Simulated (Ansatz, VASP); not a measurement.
**AlN in VASP and in Ansatz**

File INCAR:

```
PREC = Accurate
ENCUT = 520
EDIFF = 1E-6
ISMEAR = 0
SIGMA = 0.05
LREAL = F
LASPH = T
NELM = 100
ALGO = Normal
ISIF = 2
LWAVE = F
LCHARG = F
GGA = PE
NBANDS = 16
```

File KPOINTS:

```
regular mesh
0
Gamma
  9 9 6
```

POSCAR

```
AlN
1.0
    3.3121157418      0.0000000000      0.0000000000
   -1.6560578709      2.8683763727      0.0000000000
    0.0000000000      0.0000000000      4.1875630000
Al N
2 2
Direct
    0.2810389408      0.5620778816      0.6783592868
    0.6666666667      0.3333333333      0.2500000000
    0.3333333333      0.6666666667      0.2500000000
    0.6666666667      0.3333333333      0.7500000000
```

Input for Ansatz:

```yaml
crystal:
  lattice:
    - [3.3121157418, 0.0, 0.0]
    - [-1.6560578709, 2.8683763727, 0.0]
    - [0.0, 0.0, 4.187563]
  atoms:
    - { symbol: Al, position: [0.2810389408, 0.5620778816, 0.6783592868] }
    - { symbol: Al, position: [0.6666666667, 0.3333333333, 0.25] }
    - { symbol: "N", position: [0.3333333333, 0.6666666667, 0.25] }
    - { symbol: "N", position: [0.6666666667, 0.3333333333, 0.75] }
basis:
  ecutwfc: 420
kpoints:
  mp_grid: { grid: [9, 9, 6] }
hamiltonian:
  xc: pbe
scf:
  occupations: { method: gaussian, width: 0.05 }
output:
  forces: true
  stress: true
  eigenvalues: true
```

Alike in both runs: task single point; functional PBE; k mesh 9 × 9 × 6; occupations gaussian, width 0.05 eV; no spin polarisation.

|  | VASP | Ansatz |
| --- | --- | --- |
| version | VASP 6.6.1 | Ansatz 0.2.0 |
| potentials or method | VASP PAW PBE potentials, release 64 (Al, N) | scalar-relativistic, plane waves, PAW |
| plane-wave cutoff (eV) | 520 | 420 |
| valence electrons in the cell | 16 | 16 |

Ansatz gave:

```
gap on the k mesh at the Fermi level (eV)       : 3.19
least direct gap on the mesh (eV)               : 3.19
pressure (GPa)                                  : 10.3
largest component of the traceless stress (GPa) : 13.18
rms of the force components (eV/Å)              : 1.538
```

Q: Which values does VASP return?

A: gap on the k mesh at the Fermi level (eV): 3.20; least direct gap on the mesh (eV): 3.20; pressure (GPa): 10.1; largest component of the traceless stress (GPa): 13.26; rms of the force components (eV/Å): 1.540.

Atom by atom the forces differ by 0.003 eV/Å (rms over components). With one functional, cell and mesh, what is left measures potentials, basis and numerics.

Caveats: forces of over 1 eV/Å show positions far from the minimum, so gaps and moduli don't describe the material at rest.
